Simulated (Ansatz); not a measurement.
Runs of Ansatz 0.2.0 on In. Symmetry: P6_3/mmc, No. 194, hexagonal system. Conventional cell: a = 3.335 Å, b = 3.335 Å, c = 5.509 Å, α = 90.00°, β = 90.00°, γ = 120.00°. Around In (site symmetry -6m2) lie 12 In at 3.34 to 3.36 Å. This isn't the form of In at room conditions, which is tetragonal.

| task | level | spin | cell | k mesh | cutoff (eV) | points for each segment of the path | gap on the mesh (eV) | pressure (GPa) | relaxed volume (Å³/atom) |
| --- | --- | --- | --- | --- | --- | --- | --- | --- | --- |
| relaxation of cell and atoms | B3LYP | off | relaxed | 5 × 5 × 3 | 420 | - | none | 0.0 | 29.27 |
| band structure | HSE06 | off | as given | 5 × 5 × 3 | 420 | 4 | none | (b) | - |
| single point | r2SCANh | off | as given | 5 × 5 × 3 | 500 | - | none | (a) | - |
| single point | PBE0 | off | as given | 5 × 5 × 3 | 420 | - | none | 0.0 | - |
| relaxation of cell and atoms | HF | off | relaxed | 5 × 5 × 3 | 420 | - | none | 0.0 | 30.83 |
| single point | r2SCAN50 | off | as given | 5 × 5 × 3 | 500 | - | none | -1.4 | - |
| relaxation of cell and atoms | PBE0 | off | relaxed | 5 × 5 × 3 | 420 | - | none | 0.0 | 26.56 |
| single point | HSE06 | SOC, no magnetisation | as given | 4 × 4 × 2 | 420 | - | none | 1.6 | - |
| relaxation of cell and atoms | HSEsol | off | relaxed | 5 × 5 × 3 | 420 | - | none | 0.0 | 25.44 |
| single point | PBE0 | SOC, no magnetisation | as given | 4 × 4 × 2 | 420 | - | none | 1.6 | - |
| single point | HF | off | as given | 5 × 5 × 3 | 420 | - | none | 5.7 | - |
| band structure | HSE03 | off | as given | 5 × 5 × 3 | 420 | 4 | none | 0.3 | - |

Alike in all rows: potentials or basis Ansatz PAW; smearing fermi-dirac 0.05 eV; the mesh is coarse, so values aren't converged.

Estimate the missing entries.

(a) -0.7; (b) 0.1.

Caveats: all runs use coarse meshes; the PAW data sets come from PBE, with cores solved anew for the run's functional, which leaves a small shift of forces and pressure; the thresholds are loose for stress (some runs); the plane-wave basis is chosen anew once the cell has moved, so the energies of steps on either side of that aren't comparable (some runs); spin-orbit coupling is left out, which moves the levels of the heavy elements (some runs); the volume moved by over 15 % at a fixed basis, so the end points are rough (some runs).

A k mesh can miss the band edges, and rows without SOC leave out spin-orbit coupling on In.

A gap of «none» marks a metal or a gap under the smearing width.
